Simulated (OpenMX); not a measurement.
MnO in OpenMX: convergence with ElectronicTemperature

Input of the first run (ElectronicTemperature 3000 K); the others differ in this setting and in those tied to it:

File MnO.dat:

```
System.CurrrentDirectory             ./
System.Name                          MnO
DATA.PATH                            ./DFT_DATA13
level.of.stdout                      1
level.of.fileout                     0
Species.Number                       2
<Definition.of.Atomic.Species
  Mn  Mn6.0-s2p2d1           Mn_PBE13
  O   O6.0-s2p2              O_PBE13
Definition.of.Atomic.Species>

Atoms.Number                         2
Atoms.SpeciesAndCoordinates.Unit     Ang
<Atoms.SpeciesAndCoordinates
    1  Mn   -0.0020526668   -0.0001045237   -0.0077303032   9.500  5.500
    2  O     2.2235674449    2.2260737889    2.2201960008   3.000  3.000
Atoms.SpeciesAndCoordinates>

Atoms.UnitVectors.Unit               Ang
<Atoms.UnitVectors
     0.0000000000    2.2239077028    2.2239077028
     2.2239077028    0.0000000000    2.2239077028
     2.2239077028    2.2239077028    0.0000000000
Atoms.UnitVectors>

scf.XcType                           GGA-PBE
scf.SpinPolarization                 on
scf.ElectronicTemperature            3000.0
scf.energycutoff                     400.0
scf.maxIter                          160
scf.EigenvalueSolver                 band
scf.Kgrid                            7 7 7
scf.Mixing.Type                      rmm-diisk
scf.Init.Mixing.Weight               0.01
scf.Min.Mixing.Weight                0.001
scf.Max.Mixing.Weight                0.2
scf.Mixing.History                   40
scf.Mixing.StartPulay                15
scf.criterion                        1.0e-8
scf.stress.tensor                    on
MD.Type                              nomd
```

Potentials or basis: OpenMX 2013 PBE set, Mn6.0-s2p2d1, O6.0-s2p2, grid cutoff 400 Ry.

Command:

```bash
$ openmx MnO.dat -nt 1 > MnO.std
```

The cell isn't the ideal one: atoms moved at random, drawn with an rms of 0.02 Å.

The cell is a database's computed one.

Hardware: 1 thread of Intel(R) Xeon(R) 6975P-C (Granite Rapids), on a shared host.

```csv
ElectronicTemperature,"energy less the tightest run, at zero smearing (meV/atom)",pressure (GPa),largest site moment (μB),SCF cycles,CPU time (s),peak memory (GiB)
3000 K,2.53,3.97,4.60,28,49,0.35
2000 K,-0.63,4.90,4.66,29,50,0.35
1200 K,-0.55,5.61,4.70,26,47,0.35
800 K,-0.30,6.05,4.72,26,47,0.35
500 K,-0.19,6.44,4.74,29,49,0.35
300 K,-0.13,6.64,4.75,30,50,0.35
150 K,-0.04,6.67,4.75,28,49,0.35
75 K,0.00,6.67,4.75,28,51,0.35
```

Against the tightest run, the energy stays within 1 meV/atom from 2000 K on; the pressure stays within 0.1 GPa from 300 K on; the largest site moment stays within 0.02 μB from 500 K on. The tightest run that finished is the yardstick and may itself not be fully converged.

Caveat, for the tightest run too: the transition metal has a single d function, too few for pressures, volumes and moments; the basis of atomic orbitals isn't converged, which shifts pressures, moduli and gaps; a cell with one magnetic atom can't hold antiferromagnetic order, which such compounds often take; semilocal functionals often make such compounds metallic where correlation or magnetic order opens a gap, which also shifts bond lengths.
